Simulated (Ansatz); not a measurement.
Relaxed (102) slab cut from Si₂W (space group I4/mmm (No. 139)); the slab's formula is Si2W, its outer planes Si (top) and Si (bottom):

```yaml
crystal:
  lattice:
    - [3.21129, 0.00000, 0.00000]
    - [0.00000, 10.10750, 0.00000]
    - [0.00000, 0.00000, 25.75987]
  atoms:
    - { symbol: Si, position: [0.00000, 0.40937, 0.29466] }
    - { symbol: W, position: [0.50000, 0.59924, 0.31183] }
    - { symbol: Si, position: [0.00000, 0.79710, 0.32196] }
    - { symbol: Si, position: [0.50000, 0.01354, 0.34178] }
    - { symbol: W, position: [0.00000, 0.20616, 0.35773] }
    - { symbol: Si, position: [0.50000, 0.40135, 0.37030] }
    - { symbol: Si, position: [0.00000, 0.60203, 0.38720] }
    - { symbol: W, position: [0.50000, 0.80722, 0.40239] }
    - { symbol: Si, position: [0.00000, 0.00490, 0.41950] }
    - { symbol: Si, position: [0.50000, 0.20435, 0.43525] }
    - { symbol: W, position: [0.00000, 0.40467, 0.45306] }
    - { symbol: Si, position: [0.50000, 0.60456, 0.46786] }
    - { symbol: Si, position: [0.00000, 0.80566, 0.48318] }
    - { symbol: W, position: [0.50000, 0.00471, 0.50000] }
    - { symbol: Si, position: [0.00000, 0.20376, 0.51682] }
    - { symbol: Si, position: [0.50000, 0.40486, 0.53214] }
    - { symbol: W, position: [0.00000, 0.60475, 0.54694] }
    - { symbol: Si, position: [0.50000, 0.80507, 0.56475] }
    - { symbol: Si, position: [0.00000, 0.00452, 0.58050] }
    - { symbol: W, position: [0.50000, 0.20220, 0.59761] }
    - { symbol: Si, position: [0.00000, 0.40739, 0.61280] }
    - { symbol: Si, position: [0.50000, 0.60807, 0.62970] }
    - { symbol: W, position: [0.00000, 0.80326, 0.64227] }
    - { symbol: Si, position: [0.50000, 0.99588, 0.65822] }
    - { symbol: Si, position: [0.00000, 0.21232, 0.67804] }
    - { symbol: W, position: [0.50000, 0.41018, 0.68817] }
    - { symbol: Si, position: [0.00000, 0.60005, 0.70534] }
```

These are results of DFT r2SCAN, scalar-relativistic, plane waves, PAW (Ansatz 0.2.0), not measurements. Plane waves to 500 eV, a k mesh through Γ of 11×4×1 on the computed 27-atom cell and Gaussian smearing (0.10 eV); no spin polarisation. A dipole correction removes the field between periodic images along c.

The potential is the smooth part; its values at the atoms depend on the PAW datasets.

**Question.** How does the plane-averaged electrostatic potential energy of an electron run along c, counted from the Fermi level?

**Answer.** (z (Å), V (eV)): (2.68, 4.72), (2.95, 4.72), (3.22, 4.72), (3.49, 4.72), (3.76, 4.72), (4.02, 4.72), (4.29, 4.71), (4.56, 4.71), (4.83, 4.70), (5.10, 4.69), (5.37, 4.66), (5.63, 4.60), (5.90, 4.48), (6.17, 4.23), (6.44, 3.73), (6.71, 2.77), (6.98, 0.90), (7.24, -2.03), (7.51, -5.38), (7.78, -8.38), (8.05, -10.20), (8.32, -11.07), (8.59, -11.43), (8.85, -11.24), (9.12, -11.27), (9.39, -11.63), (9.66, -11.97), (9.93, -11.76), (10.20, -11.14), (10.46, -10.87), (10.73, -10.88), (11.00, -11.05), (11.27, -10.89), (11.54, -10.86), (11.81, -11.11), (12.07, -11.52), (12.34, -11.59), (12.61, -11.08), (12.88, -10.84), (13.15, -11.08), (13.42, -11.59), (13.68, -11.52), (13.95, -11.11), (14.22, -10.86), (14.49, -10.89), (14.76, -11.05), (15.03, -10.88), (15.29, -10.87), (15.56, -11.14), (15.83, -11.76), (16.10, -11.97), (16.37, -11.63), (16.64, -11.27), (16.90, -11.24), (17.17, -11.43), (17.44, -11.07), (17.71, -10.20), (17.98, -8.38), (18.25, -5.38), (18.51, -2.03), (18.78, 0.90), (19.05, 2.77), (19.32, 3.73), (19.59, 4.23), (19.86, 4.48), (20.12, 4.60), (20.39, 4.66), (20.66, 4.69), (20.93, 4.70), (21.20, 4.71), (21.47, 4.71), (21.73, 4.72), (22.00, 4.72), (22.27, 4.72), (22.54, 4.72), (22.81, 4.72), (23.08, 4.72)

The vacuum level lies 4.72 eV above the Fermi level.

Spin-orbit coupling is left out, which matters for the bands of heavy elements.

Cost: 1 run of about 27 core-minutes, on Intel Xeon 6975P-C (Granite Rapids) (shared hosts).